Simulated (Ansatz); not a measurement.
# W: the cost of one run

Method: DFT PBE, scalar-relativistic, plane waves, PAW, in Ansatz 0.2.0.

The COD cell was measured well above room temperature, so it is larger than a cold one.

## (1) The starting structure

The structure is cubic, space group Im-3m (No. 229). The conventional cell has a = 3.195 Å, b = 3.195 Å, c = 3.195 Å, α = 90.00°, β = 90.00°, γ = 90.00°. W (site symmetry m-3m) has 8 W at 2.77 Å as nearest neighbours.

Structure file:

```xyz
1
Lattice="-1.5973 1.5973 1.5973 1.5973 -1.5973 1.5973 1.5973 1.5973 -1.5973" Properties=species:S:1:pos:R:3 pbc="T T T"
W     0.0000    0.0000    0.0000
```

The structure comes from the Crystallography Open Database.

## (2) A distortion of lower symmetry

Against the listed cell: strain xx, yy, zz, yz, xz, xy = +3.9, +3.9, +3.9, +6.0, +6.0, +6.0 %.

File input.yaml:

```yaml
crystal:
  lattice:
    - [-1.467902727, 1.659578727, 1.659578727]
    - [1.659578727, -1.467902727, 1.659578727]
    - [1.659578727, 1.659578727, -1.467902727]
  atoms:
    - { symbol: W, position: [0.0, 0.0, 0.0] }
basis:
  ecutwfc: 420
kpoints:
  mp_grid: { grid: [15, 15, 15] }
hamiltonian:
  xc: pbe
scf:
  occupations: { method: gaussian, width: 0.1 }
output:
  forces: true
  stress: true
  eigenvalues: true
```

**Question.** How long does this run take on 1 thread of an Arm CPU, shared host, and how much memory does it need?

About 3.1 s, with a peak of 0.33 GiB.
